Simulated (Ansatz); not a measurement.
# A point defect in Cu: Cu interstitial

Aim: make a Cu interstitial in a supercell of 32 atoms of Cu, relax it, and find its formation energy, moment and surroundings.

Method: DFT PBE, scalar-relativistic, plane waves, PAW, in Ansatz 0.2.0.

1 further run of the same task is left out (set aside as unsound or not needed).

## 1. The system as given

It takes space group P6_3/mmc (No. 194, hexagonal). Conventional cell: a = 2.568 Å, b = 2.568 Å, c = 4.194 Å, α = 90.00°, β = 90.00°, γ = 120.00°. Cu (site symmetry -6m2) is surrounded by 12 Cu at 2.57 Å.

As a file:

```cif
data_structure
_symmetry_space_group_name_H-M 'P6_3/mmc'
_symmetry_Int_Tables_number 194
_cell_length_a 2.5680
_cell_length_b 2.5680
_cell_length_c 4.1935
_cell_angle_alpha 90.000
_cell_angle_beta 90.000
_cell_angle_gamma 120.000
_cell_volume 23.95
loop_
_atom_site_label
_atom_site_type_symbol
_atom_site_symmetry_multiplicity
_atom_site_Wyckoff_symbol
_atom_site_fract_x
_atom_site_fract_y
_atom_site_fract_z
_atom_site_occupancy
Cu1 Cu 2 c 0.33333 0.66667 0.25000 1
```

It goes back to an entry of the Materials Project, which need not be the stable form.

It is the result of an earlier relaxation at this level (volume 11.97 Å³/atom; gap on the mesh: none (metal)).

## 2. Reference: the perfect crystal in the supercell

input.yaml reads:

```yaml
crystal:
  lattice:
    - [1.2840051864, -6.6718866603, -4.1935281574]
    - [-1.2840051864, 6.6718866603, -4.1935281574]
    - [6.4200259322, 2.2239622201, 4.1935281574]
  atoms:
    - { symbol: Cu, position: [0.5416666667, 0.375, 0.1666666667] }
    - { symbol: Cu, position: [0.2916666667, 0.5, 0.0416666667] }
    - { symbol: Cu, position: [0.7916666667, 0.0, 0.0416666667] }
    - { symbol: Cu, position: [0.2916666667, 0.0, 0.5416666667] }
    - { symbol: Cu, position: [0.5416666667, 0.625, 0.4166666667] }
    - { symbol: Cu, position: [0.0416666667, 0.125, 0.4166666667] }
    - { symbol: Cu, position: [0.2916666667, 0.75, 0.2916666667] }
    - { symbol: Cu, position: [0.7916666667, 0.25, 0.2916666667] }
    - { symbol: Cu, position: [0.0416666667, 0.875, 0.1666666667] }
    - { symbol: Cu, position: [0.5416666667, 0.125, 0.9166666667] }
    - { symbol: Cu, position: [0.2916666667, 0.25, 0.7916666667] }
    - { symbol: Cu, position: [0.5416666667, 0.875, 0.6666666667] }
    - { symbol: Cu, position: [0.0416666667, 0.375, 0.6666666667] }
    - { symbol: Cu, position: [0.7916666667, 0.5, 0.5416666667] }
    - { symbol: Cu, position: [0.0416666667, 0.625, 0.9166666667] }
    - { symbol: Cu, position: [0.7916666667, 0.75, 0.7916666667] }
    - { symbol: Cu, position: [0.4583333333, 0.125, 0.3333333333] }
    - { symbol: Cu, position: [0.2083333333, 0.25, 0.2083333333] }
    - { symbol: Cu, position: [0.7083333333, 0.75, 0.2083333333] }
    - { symbol: Cu, position: [0.2083333333, 0.75, 0.7083333333] }
    - { symbol: Cu, position: [0.4583333333, 0.375, 0.5833333333] }
    - { symbol: Cu, position: [0.9583333333, 0.875, 0.5833333333] }
    - { symbol: Cu, position: [0.2083333333, 0.5, 0.4583333333] }
    - { symbol: Cu, position: [0.7083333333, 0.0, 0.4583333333] }
    - { symbol: Cu, position: [0.9583333333, 0.625, 0.3333333333] }
    - { symbol: Cu, position: [0.4583333333, 0.875, 0.0833333333] }
    - { symbol: Cu, position: [0.2083333333, 0.0, 0.9583333333] }
    - { symbol: Cu, position: [0.4583333333, 0.625, 0.8333333333] }
    - { symbol: Cu, position: [0.9583333333, 0.125, 0.8333333333] }
    - { symbol: Cu, position: [0.7083333333, 0.25, 0.7083333333] }
    - { symbol: Cu, position: [0.9583333333, 0.375, 0.0833333333] }
    - { symbol: Cu, position: [0.7083333333, 0.5, 0.9583333333] }
basis:
  ecutwfc: 420
  xc_grid: 2
kpoints:
  mp_grid: { grid: [4, 4, 4], shift: [0.5, 0.5, 0.5] }
hamiltonian:
  xc: pbe
scf:
  occupations: { method: gaussian, width: 0.1 }
output:
  forces: true
  stress: true
  eigenvalues: true
```

Command:

```
> ansatz run input.yaml --threads 4 --pin off --max-ram 10240MiB --backend cpu --events-out ev --progress --plain --runs-dir out
```

Further runs follow: relaxing the defect.

Before running it: what results should come out? Wanted: formation energy, neutral; nearest atoms after relaxation, one image of each, neutral.

As calculated:

| quantity | value |
| --- | --- |
| formation energy, neutral | 3.72 eV |
| nearest atoms after relaxation, one image of each, neutral | 4 Cu at 2.20 Å, 2 Cu at 2.21 Å |

What this shows: The neutral defect costs 3.72 eV against the elements. Spin polarisation was off in the neutral run, so a moment could not show there. With 32 host sites the defect feels its images, so energies are good to tenths of an eV at best. A distortion of lower symmetry was not tried.
